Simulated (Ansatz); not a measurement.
## Compressing K: a fit and a missing row

K, Im-3m, a = 5.282 Å. Ansatz: PBE, PAW, 420 eV, Γ-centred 12×12×12 mesh on 1 atom, Gaussian smearing 0.10 eV; no spin polarisation. Symmetry fixes shape and atoms, so the cell is only scaled; pressure is positive in compression.

| V (Å³/atom) | P (GPa) |
| --- | --- |
| 64.835 | ? |
| 67.046 | 0.41 |
| 69.256 | 0.25 |
| 71.466 | 0.12 |
| 73.676 | 0.00 |
| 75.887 | -0.10 |
| 78.097 | -0.18 |
| 81.044 | -0.28 |

Take V0 = 73.676 Å³/atom, fit the third-order Birch–Murnaghan form to the other rows, and predict the missing pressure.

With the Eulerian strain f = ½[(V0/V)^(2/3) − 1] and y = P/[3f(1 + 2f)^(5/2)], the form is the line y = B0 + 1.5 B0 (B0′ − 4) f. Rows (f, y): 0.03244, 3.60; 0.02105, 3.57; 0.01026, 3.71; -0.00976, 3.59; -0.01905, 3.47; -0.03078, 3.55. Means f = 0.0006933, y = 3.5817; Σ(Δf)² = 0.003003, ΣΔfΔy = 0.004686; the slope is their ratio. y = 3.581 + 1.560 f GPa, so B0 = 3.6 GPa and B0′ = 4 + 2 × (1.560)/(3 × 3.581) = 4.29. At V = 64.835, f = 0.04448, y = 3.650 and P = 0.60 GPa. The run gave 0.59 GPa, so the fit is 0.01 GPa too high, a small miss on the scale of the series. For so soft a crystal pressures to 0.01 GPa are coarse: rounding alone can shift a y by 0.18 GPa, so B0′ is rough.